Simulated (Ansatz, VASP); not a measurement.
**Two plane-wave programs on Ti**

```
CELL_PARAMETERS angstrom
2.99638 0.00000 0.00000
-1.49819 2.59494 0.00000
0.00000 0.00000 4.73193
ATOMIC_POSITIONS crystal
Ti 0.33333 0.66667 0.25000
Ti 0.66667 0.33333 0.75000
```

Alike in both runs: functional PBEsol; k mesh 18 × 18 × 10; occupations gaussian, width 0.1 eV; no spin polarisation.

Ansatz relaxed the structure, and its values are those at the end. VASP's run is a single point on that final structure, the one shown.

|  | VASP | Ansatz |
| --- | --- | --- |
| version | VASP 6.6.1 | Ansatz 0.2.0 |
| potentials or method | VASP PAW PBE potentials, release 64 (Ti_sv) | scalar-relativistic, plane waves, PAW |
| plane-wave cutoff (eV) | 520 | 420 |
| valence electrons in the cell | 24 | 24 |

|  | VASP | Ansatz | Ansatz less VASP |
| --- | --- | --- | --- |
| gap on the k mesh at the Fermi level (eV) | none | none | - |
| pressure (GPa) | -9.8 | -9.6 | +0.16 |

A gap of «none» marks a metal or a gap that the smearing closes. The functional is the same, so the differences come from potentials, cutoffs and numerics.

Caveats: the PAW data sets were made with another functional, which shifts forces and pressure a little (VASP).
